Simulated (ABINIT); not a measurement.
Write the native input for ABINIT 10.8.3 (patched build) that does the following.

| Quantity | Value |
| --- | --- |
| Task | band structure |
| Functional | AM05 |
| Potentials or basis | JTH PAW PBE v2.0 |
| Cutoff | 1333 eV |
| k mesh | 9 × 9 × 9 |
| Occupations | fermi-dirac, width 0.05 eV |
| Spin | collinear spin, ferromagnetic start |
| Starting moments | [1.0, 0.0] μB |
| Fine-grid cutoff | 2000.04 eV |

Crystal: NiO.

```
Ni O
1.0
     0.00000    2.08590    2.08590
     2.08590    0.00000    2.08590
     2.08590    2.08590    0.00000
Ni O
1 1
Direct
  0.00000 0.00000 0.00000
  0.50000 0.50000 0.50000
```

One way to write it, as run:

run.abi

```
# Datasets: ground state, then fixed potential
ndtset 2

# Pseudopotentials
pp_dirpath "./"
pseudos "Ni.GGA_PBE-JTH.xml, O.GGA_PBE-JTH.xml"

# Structure
acell 5.5745227313 5.5745227313 5.5745227313
rprim
     0.0000000000     0.7071067812     0.7071067812
     0.7071067812     0.0000000000     0.7071067812
     0.7071067812     0.7071067812     0.0000000000
ntypat 2
znucl 28 8
natom 2
typat 1 2
xcart
     0.0000000000     0.0000000000     0.0000000000
     2.0859016414     2.0859016414     2.0859016414 Angstrom

# Plane-wave basis
ecut 1333.357926 eV
pawecutdg 73.5
pawxcdev 0

# Exchange and correlation
ixc -120135

# Bands and occupations
occopt 3
tsmear 0.05 eV

# Spin
nsppol 2
spinat
     0.0000000000     0.0000000000     1.0000000000
     0.0000000000     0.0000000000     0.0000000000

# SCF cycle
nstep 100

# Output
iomode 3
prtwf 0
prteig 0
prtebands 0
prtden1 1

# Dataset 1
kptopt1 1
ngkpt1 9 9 9
nshiftk1 1
shiftk1 0.0 0.0 0.0
nband1 17
tolvrs1 1.0e-9

# Dataset 2: bands along G-X-W-K-G-L-U-W-L-K
iscf2 -2
getden2 1
nband2 23
nbdbuf2 4
tolwfr2 1.0e-11
kptopt2 -9
ndivsm2 8
prteig2 1
kptbounds2
     0.0000000000     0.0000000000     0.0000000000
     0.5000000000     0.0000000000     0.5000000000
     0.5000000000     0.2500000000     0.7500000000
     0.3750000000     0.3750000000     0.7500000000
     0.0000000000     0.0000000000     0.0000000000
     0.5000000000     0.5000000000     0.5000000000
     0.6250000000     0.2500000000     0.6250000000
     0.5000000000     0.2500000000     0.7500000000
     0.5000000000     0.5000000000     0.5000000000
     0.3750000000     0.3750000000     0.7500000000
```

Potentials or basis: JTH PAW PBE v2.0.

The run is started by

```console
$ abinit run.abi > log 2>&1
```

Results of the run:

```json
{
  "Pressure": "-11.4 GPa",
  "Band gap on the k mesh": "none (metal or under the smearing width)",
  "Net moment": "0.44 μB per cell",
  "Site moments": "Ni +0.36; O +0.06 μB",
  "Valence electrons inside the program's atomic spheres": "Ni 15.79; O 4.46"
}
```

Caveat: small starting moments can end in a higher magnetic state in this program; the PAW data sets were made with another functional, which shifts forces and pressure a little; a cell with one magnetic atom can't hold antiferromagnetic order, which such compounds often take; semilocal functionals often make such compounds metallic where correlation or magnetic order opens a gap, which also shifts bond lengths.

Wall time 5.2 min on 1 thread of Arm Neoverse V1, with other jobs on the host, peak memory 0.32 GiB.
